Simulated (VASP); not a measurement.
# BiTe (I4mm) in VASP: a series of runs

One crystal, BiTe, is run at these levels: PBE; tasks: single point.

Program: VASP 6.6.1. These are calculated values, not measurements. Logs are shortened: lines on timing, memory, paths and dates and some standing lists are left out, and cuts for length are marked.

## (1) The cell of the first run

Symmetry: I4mm, No. 107, tetragonal system. The conventional cell has a = 4.598 Å, b = 4.598 Å, c = 6.502 Å, α = 90.00°, β = 90.00°, γ = 90.00°. Bi (site symmetry 4mm) has 1 Te at 2.73 Å as nearest neighbours. Te (site symmetry 4mm) has 1 Bi at 2.73 Å as nearest neighbours.

## (2) Single point, PBE (mode 4 frozen in at -0.325 Å and mode 5 at +0.000 Å (largest displacements))

File INCAR:

```
SYSTEM = BiTe
PREC = Accurate ; ENCUT = 520
EDIFF = 1E-7 ; ISMEAR = 0
SIGMA = 0.15 ; LREAL = .False.
LASPH = .True. ; NELM = 100
ALGO = Fast ; ISIF = 2
LWAVE = .False. ; LCHARG = .False.
GGA = PE ; NBANDS = 18
```

File KPOINTS:

```
Automatic mesh
0
Gamma
  12 12 12
  0 0 0
```

File POSCAR:

```
BiTe
1.0
    0.0000000000      3.2511939987      3.2511939987
    3.2511939987      0.0000000000      3.2511939987
    3.2511939987      3.2511939987      0.0000000000
Bi Te
1 1
Direct
   -0.0305179670      0.0305179670      0.0305179670
    0.5499816375      0.4500183625      0.4500183625
```

Potentials or basis: VASP PAW PBE potentials, release 64 (Bi_d, Te).

Run with:

```bash
$ cat potpaw_PBE.64/Bi_d/POTCAR potpaw_PBE.64/Te/POTCAR > POTCAR
$ mpirun -np 1 vasp_std > vasp.out
```

OUTCAR:

```text
SYSTEM = BiTe
   PREC = Accurate
   ENCUT = 520
   EDIFF = 1E-7
   ISMEAR = 0
   LREAL = .False.
   LASPH = .True.
   NELM = 100
   ISIF = 2
   GGA = PE

 ion  position               nearest neighbor table
   1  0.969  0.031  0.031-   2 2.73   2 3.29   2 3.29   2 3.29   2 3.29   2 3.77
   2  0.550  0.450  0.450-   1 2.73   1 3.29   1 3.29   1 3.29   1 3.29   1 3.77

  LATTYP: Found a face centered cubic cell.
 ALAT       =     6.5023879974

  Lattice vectors:

 A1 = (   0.0000000000,   3.2511939987,   3.2511939987)
 A2 = (   3.2511939987,   0.0000000000,   3.2511939987)
 A3 = (   3.2511939987,   3.2511939987,   0.0000000000)

Analysis of symmetry for initial positions (statically):
=====================================================================
 Subroutine PRICEL returns:
 Original cell was already a primitive cell.

 Routine SETGRP: Setting up the symmetry group for a
 face centered cubic supercell.

 Subroutine GETGRP returns: Found  8 space group operations
 (whereof  8 operations were pure point group operations)
 out of a pool of 48 trial point group operations.

The static configuration has the point symmetry C_4v.

Analysis of symmetry for dynamics (positions and initial velocities):
=====================================================================
 Subroutine PRICEL returns:
 Original cell was already a primitive cell.

 Routine SETGRP: Setting up the symmetry group for a
 face centered cubic supercell.

 Subroutine GETGRP returns: Found  8 space group operations
 (whereof  8 operations were pure point group operations)
 out of a pool of 48 trial point group operations.

The dynamic configuration has the point symmetry C_4v.

 Subroutine INISYM returns: Found  8 space group operations
 (whereof  8 operations are pure point group operations),
 and found     1 'primitive' translations

----------------------------------------------------------------------------------------

                                     Primitive cell

  volume of cell :      68.7319

  direct lattice vectors                    reciprocal lattice vectors
     0.000000000  3.251193999  3.251193999    -0.153789654  0.153789654  0.153789654
     3.251193999  0.000000000  3.251193999     0.153789654 -0.153789654  0.153789654
     3.251193999  3.251193999  0.000000000     0.153789654  0.153789654 -0.153789654

  length of vectors
     4.597882647  4.597882647  4.597882647     0.266371494  0.266371494  0.266371494

  position of ions in fractional coordinates (direct lattice)
     0.969482033  0.030517967  0.030517967
     0.549981637  0.450018363  0.450018363

  ion indices of the primitive-cell ions
   primitive index   ion index
                 1           1
                 2           2

----------------------------------------------------------------------------------------

 KPOINTS: Automatic mesh

Automatic generation of k-mesh.
 Grid dimensions read from file:
 generate k-points for:   12   12   12

 Generating k-lattice:

  Cartesian coordinates                     Fractional coordinates (reciprocal lattice)
    -0.012815804  0.012815804  0.012815804     0.083333333  0.000000000  0.000000000
     0.012815804 -0.012815804  0.012815804     0.000000000  0.083333333  0.000000000
     0.012815804  0.012815804 -0.012815804     0.000000000  0.000000000  0.083333333

  Length of vectors
     0.022197625  0.022197625  0.022197625

  Shift w.r.t. Gamma in fractional coordinates (k-lattice)
     0.000000000  0.000000000  0.000000000

 Subroutine IBZKPT returns following result:
 ===========================================

 Found    163 irreducible k-points:

 Following reciprocal coordinates:
            Coordinates               Weight
  0.000000  0.000000  0.000000      1.000000
  0.083333  0.000000  0.000000      8.000000
  0.166667  0.000000  0.000000      8.000000
  0.250000  0.000000  0.000000      8.000000
  0.333333  0.000000  0.000000      8.000000
  0.416667  0.000000  0.000000      8.000000
[... 16 lines left out ...]
  0.000000 -0.333333  0.083333      8.000000
 -0.250000  0.083333  0.000000     16.000000
 [... further k-points ...]
   k-points           NKPTS =    163   k-points in BZ     NKDIM =    163   number of bands    NBANDS=     18
   number of dos      NEDOS =    301   number of ions     NIONS =      2
   total plane-waves  NPLWV =  46656
   dimension x,y,z NGX =    36 NGY =   36 NGZ =   36
   dimension x,y,z NGXF=    72 NGYF=   72 NGZF=   72
   ions per type =               1   1
   NGX,Y,Z   is equivalent  to a cutoff of  13.02, 13.02, 13.02 a.u.
   NGXF,Y,Z  is equivalent  to a cutoff of  26.03, 26.03, 26.03 a.u.
 SYSTEM =  BiTe
   PREC   = accura    normal or accurate (medium, high low for compatibility)
   ISTART =      0    job   : 0-new  1-cont  2-samecut
   ICHARG =      2    charge: 1-file 2-atom 10-const
   ISPIN  =      1    spin polarized calculation?
   LNONCOLLINEAR =      F non collinear calculations
   LSORBIT =      F    spin-orbit coupling
   LASPH  =      T    aspherical Exc in radial PAW
   ENCUT  =  520.0 eV  38.22 Ry    6.18 a.u.   8.55  8.55  8.55*2*pi/ulx,y,z
   NELM   =    100;   NELMIN=  2; NELMDL= -5     # of ELM steps
   EDIFF  = 0.1E-06   stopping-criterion for ELM
   LREAL  =      F    real-space projection
   EDIFFG = 0.1E-05   stopping-criterion for IOM
   NSW    =      0    number of steps for IOM
   IBRION =     -1    ionic relax: 0-MD 1-quasi-New 2-CG
   NFREE  =      0    steps in history (QN), initial steepest desc. (CG)
   ISIF   =      2    stress and relaxation
   ISYM   =      2    0-nonsym 1-usesym 2-fastsym
   POTIM  = 0.5000    time-step for ionic-motion
   TEBEG  =    0.0;   TEEND  =   0.0 temperature during run
   PSTRESS=    0.0 pullay stress
   NELECT =      21.0000    total number of electrons
   NUPDOWN=      -1.0000    fix difference up-down
   EMIN   =  10.00;   EMAX   =-10.00  energy-range for DOS
   EFERMI =   0.00;   METHOD = LEGACY
   ISMEAR =     0;   SIGMA  =   0.15  broadening in eV -4-tet -1-fermi 0-gaus
   EFERMI_NEDOS =   21; number of points for ismear=-14 and -15
   IALGO  =     68    algorithm
   IMIX   =      4    mixing-type and parameters
     AMIX     =   0.40;   BMIX     =  1.00
     AMIX_MAG =   1.60;   BMIX_MAG =  1.00
  volume/ion in A,a.u.               =      34.37       231.91
  Fermi-wavevector in a.u.,A,eV,Ry     =   1.102626  2.083662 16.541758  1.215785
  Thomas-Fermi vector in A             =   2.239072
   LORBIT       =      0    0 simple, 1 ext, 2 COOP (PROOUT), +10 PAW based schemes
   GGA     = PE    functional components
   LHFCALC =     F    Hartree Fock is set to
   AEXX    =    0.0000 exact exchange contribution
   IVDW    =     0    specifies the selected vdW correction
   LEPSILON=     F    determine dielectric tensor
   LRPA    =     F    only Hartree local field effects (RPA)
 non-spin polarized calculation
 RMM-DIIS sequential band-by-band and
 Gauss-broadening in eV      SIGMA  =   0.15
  energy-cutoff  :      520.00
  volume of cell :       68.73
 maximum number of plane-waves:      1874
 NGX is ok and might be reduce to    36
   NGX = 17   NGY = 17   NGZ = 17

 number of electron      20.9999999 magnetization

 Free energy of the ion-electron system (eV)
  ---------------------------------------------------
  ext. energy  EPLUGINS =         0.00000000
  ---------------------------------------------------
  free energy    TOTEN  =        -6.77456045 eV

  energy without entropy =       -6.75827381  energy(sigma->0) =       -6.76641713

 E-fermi :   6.7830     XC(G=0):  -9.3108

 val. band max:        6.7819156186   @ k =   0.4167   0.0833   0.0000
 cond. band min:       6.7941677219   @ k =   0.2500   0.0833  -0.1667
 fundamental gap:      0.0122521032
 Fermi energy:         6.7830331306

 k-point     1 :       0.0000    0.0000    0.0000
  band No.  band energies     occupation
      1     -16.6888      2.00000
      2     -16.6208      2.00000
      3     -16.6208      2.00000
      4     -16.5550      2.00000
      5     -16.5542      2.00000
      6      -7.2551      2.00000
[... 10 lines left out ...]
     17      12.2868      0.00000
     18      12.9100      0.00000

 k-point     2 :       0.0833    0.0000    0.0000
  band No.  band energies     occupation
      1     -16.6891      2.00000
      2     -16.6206      2.00000
      3     -16.6204      2.00000
      4     -16.5552      2.00000
      5     -16.5540      2.00000
      6      -7.1977      2.00000
[... 10 lines left out ...]
     17      12.8193      0.00000
     18      13.4182      0.00000

 k-point     3 :       0.1667    0.0000    0.0000
  band No.  band energies     occupation
      1     -16.6901      2.00000
      2     -16.6200      2.00000
      3     -16.6194      2.00000
      4     -16.5555      2.00000
      5     -16.5533      2.00000
      6      -7.0281      2.00000
[... 10 lines left out ...]
     17      13.8671      0.00000
     18      14.4061      0.00000

 k-point     4 :       0.2500    0.0000    0.0000
  band No.  band energies     occupation
      1     -16.6914      2.00000
      2     -16.6191      2.00000
      3     -16.6181      2.00000
      4     -16.5558      2.00000
      5     -16.5523      2.00000
      6      -6.7566      2.00000
[... 10 lines left out ...]
     17      15.1246      0.00000
     18      15.6550      0.00000

 k-point     5 :       0.3333    0.0000    0.0000
  band No.  band energies     occupation
      1     -16.6927      2.00000
      2     -16.6182      2.00000
      3     -16.6168      2.00000
      4     -16.5561      2.00000
      5     -16.5513      2.00000
      6      -6.4087      2.00000
[... 10 lines left out ...]
     17      15.9746      0.00000
     18      16.9970      0.00000

 k-point     6 :       0.4167    0.0000    0.0000
  band No.  band energies     occupation
      1     -16.6937      2.00000
      2     -16.6176      2.00000
      3     -16.6160      2.00000
      4     -16.5563      2.00000
      5     -16.5506      2.00000
      6      -6.0530      2.00000
[... 10 lines left out ...]
     17      15.4499      0.00000
     18      16.3076      0.00000

 k-point     7 :       0.5000    0.0000    0.0000
  band No.  band energies     occupation
      1     -16.6940      2.00000
      2     -16.6173      2.00000
      3     -16.6156      2.00000
      4     -16.5564      2.00000
      5     -16.5503      2.00000
      6      -5.8751      2.00000
[... 10 lines left out ...]
     17      14.8417      0.00000
     18      15.3726      0.00000

 k-point     8 :       0.0833    0.0833    0.0000
  band No.  band energies     occupation
      1     -16.6890      2.00000
      2     -16.6210      2.00000
      3     -16.6201      2.00000
      4     -16.5554      2.00000
      5     -16.5536      2.00000
      6      -7.1820      2.00000
[... 10 lines left out ...]
     17      12.5887      0.00000
     18      13.5507      0.00000
[... 229 lines left out ...]
     17      14.8443      0.00000
     18      15.4700      0.00000

 k-point    20 :      -0.4167    0.0833    0.0000
  band No.  band energies     occupation
      1     -16.6940      2.00000
      2     -16.6172      2.00000
      3     -16.6157      2.00000
      4     -16.5565      2.00000
      5     -16.5503      2.00000
      6      -5.9229      2.00000
[... 10 lines left out ...]
     17      15.1449      0.00000
     18      16.1126      0.00000

 k-point    21 :       0.0000   -0.4167    0.0833
  band No.  band energies     occupation
      1     -16.6941      2.00000
      2     -16.6173      2.00000
      3     -16.6155      2.00000
      4     -16.5565      2.00000
      5     -16.5504      2.00000
      6      -5.9286      2.00000
[... 10 lines left out ...]
     17      15.1146      0.00000
     18      16.2865      0.00000

 k-point    22 :      -0.3333    0.0833    0.0000
  band No.  band energies     occupation
      1     -16.6935      2.00000
      2     -16.6177      2.00000
      3     -16.6162      2.00000
      4     -16.5561      2.00000
      5     -16.5512      2.00000
      6      -6.2362      2.00000
[... 10 lines left out ...]
     17      15.4354      0.00000
     18      16.2823      0.00000

 k-point    23 :       0.0000   -0.3333    0.0833
  band No.  band energies     occupation
      1     -16.6928      2.00000
      2     -16.6182      2.00000
      3     -16.6164      2.00000
      4     -16.5567      2.00000
      5     -16.5504      2.00000
      6      -6.2599      2.00000
[... 10 lines left out ...]
     17      15.4545      0.00000
     18      16.3443      0.00000

 k-point    24 :      -0.2500    0.0833    0.0000
  band No.  band energies     occupation
      1     -16.6924      2.00000
      2     -16.6186      2.00000
      3     -16.6171      2.00000
      4     -16.5557      2.00000
      5     -16.5522      2.00000
      6      -6.5936      2.00000
[... 10 lines left out ...]
     17      14.8360      0.00000
     18      16.2795      0.00000

 [... further k-points ...]

------------------------ aborting loop because EDIFF is reached ----------------------------------------

  FORCE on cell =-STRESS in cart. coord.  units (eV):
  Direction    XX          YY          ZZ          XY          YZ          ZX
  --------------------------------------------------------------------------------------
  -------------------------------------------------------------------------------------
  Total        4.3247388      1.0602366      1.0602366     -0.0000000     -0.0000000      0.0000000
  in kB      100.8119031     24.7146651     24.7146651     -0.0000000     -0.0000000      0.0000000
  external PRESSURE =      50.0804111 kB  Pullay stress =       0.0000000 kB

 VOLUME and BASIS-vectors are now :
 -----------------------------------------------------------------------------
  energy-cutoff  :      520.00
  volume of cell :       68.73
      direct lattice vectors                 reciprocal lattice vectors
     0.000000000  3.251193999  3.251193999    -0.153789654  0.153789654  0.153789654
     3.251193999  0.000000000  3.251193999     0.153789654 -0.153789654  0.153789654
     3.251193999  3.251193999  0.000000000     0.153789654  0.153789654 -0.153789654

 POSITION                                       TOTAL-FORCE (eV/Angst)
 -----------------------------------------------------------------------------------
      0.19844      3.25119      3.25119        -2.113924      0.000000      0.000000
      2.92619      3.25119      3.25119         2.113924      0.000000      0.000000
 -----------------------------------------------------------------------------------
    total drift:                                0.000963      0.000000      0.000000

  FREE ENERGIE OF THE ION-ELECTRON SYSTEM (eV)
  ---------------------------------------------------
  free  energy   TOTEN  =        -6.7745604464 eV

  energy  without entropy=       -6.7582738098  energy(sigma->0) =       -6.76641713
```

Wall time 2.1 min (1 thread of Intel Xeon Platinum 8488C (Sapphire Rapids), shared host); peak memory 0.35 GiB.

Results:

| Item | Value |
| --- | --- |
| Free energy | -6.7746 eV |
| Pressure | 5.0 GPa |
| Largest force | 2.114 eV/Å |
| Band gap on the k mesh | none (metal or under the smearing width) |

Forces in eV/Å, atoms in the order of the input:
```
Bi  -2.114  0.000  0.000
Te   2.114  0.000  0.000
```

Caveat: spin-orbit coupling is left out, which moves the levels of the heavy elements; forces of over 1 eV/Å show positions far from the minimum, so gaps and moduli don't describe the material at rest.

## (3) Single point, PBE (mode 4 frozen in at -0.325 Å and mode 5 at -0.217 Å (largest displacements))

File INCAR:

```
  PREC = Accurate
  ENCUT = 520
  EDIFF = 1E-6
  ISMEAR = 0
  SIGMA = 0.15
  LREAL = F
  LASPH = T
  NELM = 100
  ALGO = Fast
  ISIF = 2
  LWAVE = F
  LCHARG = F
  GGA = PE
  NBANDS = 18
```

File KPOINTS:

```
regular mesh
0
Gamma
  12 12 12
```

File POSCAR:

```
BiTe
1.0
    0.0000000000      3.2511939987      3.2511939987
    3.2511939987      0.0000000000      3.2511939987
    3.2511939987      3.2511939987      0.0000000000
Bi Te
1 1
Direct
   -0.0101695256      0.0101695256      0.0508664084
    0.5166554195      0.4833445805      0.4166921445
```

Potentials or basis: VASP PAW PBE potentials, release 64 (Bi_d, Te).

Run with:

```bash
$ cat potpaw_PBE.64/Bi_d/POTCAR potpaw_PBE.64/Te/POTCAR > POTCAR
$ mpirun -np 1 vasp_std > vasp.out
```

Run time: 5.9 min. Hardware: 1 thread of Intel Xeon Platinum 8488C (Sapphire Rapids), shared host; peak memory 0.67 GiB.

It converged, with:

| Item | Value |
| --- | --- |
| Free energy | -6.6936 eV |
| Pressure | 6.3 GPa |
| Largest force | 1.883 eV/Å |
| Band gap on the k mesh | none (metal or under the smearing width) |

Forces on the atoms (eV/Å):
```
Bi  -1.802 -0.548  0.000
Te   1.802  0.548  0.000
```

Stress tensor (GPa, compression positive):
```
10.67 -3.53  0.00
-3.53  5.68  0.00
 0.00  0.00  2.68
```

Levels at points of the mesh, in eV from the Fermi level:
```csv
k point,band 7,band 8,band 9,band 10,band 11,band 12,band 13,band 14
"(0.00, 0.00, 0.00)",-8.24,-3.69,-2.58,-2.48,0.57,0.67,2.30,4.31
"(0.50, 0.00, 0.00)",-11.57,-3.24,-3.01,-2.08,-1.08,0.31,0.75,6.30
"(0.00, 0.00, 0.50)",-10.39,-3.67,-2.91,-2.26,-0.96,-0.19,0.43,5.80
"(0.50, 0.50, 0.00)",-9.92,-5.91,-4.83,-3.60,0.07,3.75,4.38,5.07
"(0.00, 0.50, 0.50)",-11.25,-5.31,-4.39,-4.21,1.12,3.48,4.04,5.04
"(0.50, 0.00, 0.50)",-10.53,-5.63,-4.40,-4.02,0.42,3.81,4.54,4.63
```

Caveat: spin-orbit coupling is left out, which moves the levels of the heavy elements; forces of over 1 eV/Å show positions far from the minimum, so gaps and moduli don't describe the material at rest.
